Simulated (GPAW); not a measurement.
Runs of GPAW 26.7.0 on FeO (Wuestite). The structure is cubic, space group Fm-3m (No. 225). Conventional cell: a = 4.311 Å, b = 4.311 Å, c = 4.311 Å, α = 90.00°, β = 90.00°, γ = 90.00°. Fe (site symmetry m-3m) has 6 O at 2.16 Å as nearest neighbours. O (site symmetry m-3m) has 6 Fe at 2.16 Å as nearest neighbours. 

| task | level | potentials or basis | cell | k mesh | cutoff (eV) | smearing | convergence | supercell | supercell k mesh | displacement | relaxed first | gap on the mesh (eV) | pressure (GPa) | moment (μB) | relaxed volume (Å³/atom) |
| --- | --- | --- | --- | --- | --- | --- | --- | --- | --- | --- | --- | --- | --- | --- | --- |
| phonons | PW91+D3(BJ) | PAW data sets generated in the run's folder for this functional, pw | relaxed | 11 × 11 × 11 | 680 | fermi-dirac 0.05 eV | density=1e-06 eigenstates=1e-09 | 1 × 1 × 1 | 11 × 11 × 11 | 0.02 | cell | none | 0.0 | 4.00 | - |
| single point | PBE | GPAW PAW data sets (gpaw-data 1.2.1), pw | as given | 11 × 11 × 11 | 800 | gaussian 0.012 eV | - | - | - | - | - | none | 0.8 | 4.00 | - |
| single point | PBE | GPAW PAW data sets (gpaw-data 1.2.1), pw | as given | 11 × 11 × 11 | 800 | gaussian 0.026 eV | - | - | - | - | - | none | 0.8 | 4.00 | - |
| relaxation of cell and atoms | PBEsol+D3(BJ) | PAW data sets generated in the run's folder for this functional, pw | relaxed | 11 × 11 × 11 | 800 | fermi-dirac 0.05 eV | density=1e-05 forces=0.0001 | - | - | - | - | none | 0.0 | 4.00 | 9.53 |
| relaxation of cell and atoms | PBE+D4 | GPAW PAW data sets (gpaw-data 1.2.1), pw | relaxed | 11 × 11 × 11 | 800 | fermi-dirac 0.05 eV | density=1e-05 forces=0.0001 | - | - | - | - | none | 0.2 | 4.00 | 9.85 |
| single point | PBE | GPAW PAW data sets (gpaw-data 1.2.1), pw | as given | 11 × 11 × 11 | 800 | gaussian 0.028 eV | - | - | - | - | - | none | 0.8 | 4.00 | - |
| single point | PBE | GPAW PAW data sets (gpaw-data 1.2.1), pw | as given | 11 × 11 × 11 | 800 | gaussian 0.021 eV | - | - | - | - | - | none | 0.8 | 4.00 | - |
| band structure | LDA | PAW data sets generated in the run's folder for this functional, pw | as given | 9 × 9 × 9 | 800 | fermi-dirac 0.05 eV | - | - | - | - | - | - | -15.4 | 4.00 | - |
| single point | PBE | GPAW PAW data sets (gpaw-data 1.2.1), pw | as given | 11 × 11 × 11 | 800 | gaussian 0.025 eV | - | - | - | - | - | none | 0.8 | 4.00 | - |
| band structure | PW91 | PAW data sets generated in the run's folder for this functional, pw | as given | 9 × 9 × 9 | 800 | fermi-dirac 0.05 eV | - | - | - | - | - | - | (a) | 4.00 | - |
| relaxation of cell and atoms | RPBE | the program's PAW data sets (release 1.2.1) made for this functional, pw | relaxed | 11 × 11 × 11 | 800 | fermi-dirac 0.05 eV | density=1e-05 forces=0.0001 | - | - | - | - | none | -0.1 | 4.00 | (b) |
| relaxation of cell and atoms | BLYP+D3(BJ) | PAW data sets generated in the run's folder for this functional, pw | relaxed | 11 × 11 × 11 | 800 | fermi-dirac 0.05 eV | density=1e-05 forces=0.0001 | - | - | - | - | none | -0.8 | 4.00 | - |

Alike in all rows: spin collinear, ferromagnetic start.

Estimate the missing entries.

(a) 0.1; (b) 10.38.

Caveats: a cell with one magnetic atom can't hold antiferromagnetic order, which such compounds often take; semilocal functionals often make such compounds metallic where correlation or magnetic order opens a gap, which also shifts bond lengths; pairwise dispersion overbinds metals, which lowers pressure and volume (some runs); each step starts from the last one's moments, so a moment once lost doesn't come back (some runs); later steps reuse the first step's grids (some runs); the cutoff is short for stress and forces, so pressures can be off by a GPa or more (some runs); so large a pressure means that the cell lies far from this level's equilibrium, or that cutoff or potentials fall short (some runs).

A k mesh can miss the band edges.

A gap of «none» marks a metal or a gap under the smearing width.

Not every run made on this cell is shown here.
